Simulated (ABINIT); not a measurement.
Runs of ABINIT 10.8.3 (patched build) on W. Symmetry: Im-3m, No. 229, cubic system. The conventional cell has a = 3.165 Å, b = 3.165 Å, c = 3.165 Å, α = 90.00°, β = 90.00°, γ = 90.00°. W (site symmetry m-3m) has 8 W at 2.74 Å as nearest neighbours. 

```tsv
task	level	potentials or basis	cutoff (eV)	fine-grid cutoff	V0 of scaled cells (Å³/atom)	B0 (GPa)
equation of state	PBE	JTH PAW PBE v2.0	435	870.764 eV	16.17	(b)
equation of state	LDA	PseudoDojo NC SR LDA v0.4.1 standard	952	-	15.35	327
equation of state	LDA-PZ	JTH PAW LDA v2.0	408	816.342 eV	15.43	328
equation of state	SOGGA	JTH PAW PBE v2.0	435	870.764 eV	(a)	327
```

Alike in all rows: no spin polarisation; cell as given; k mesh 12 × 12 × 12; smearing fermi-dirac 0.05 eV.

Problem. Estimate the missing entries.

Solution. (a) 15.66; (b) 304.

Caveats: pressures at fixed basis lie under the slope of the energies; the PAW data sets were made with another functional, which shifts forces and pressure a little (some runs).
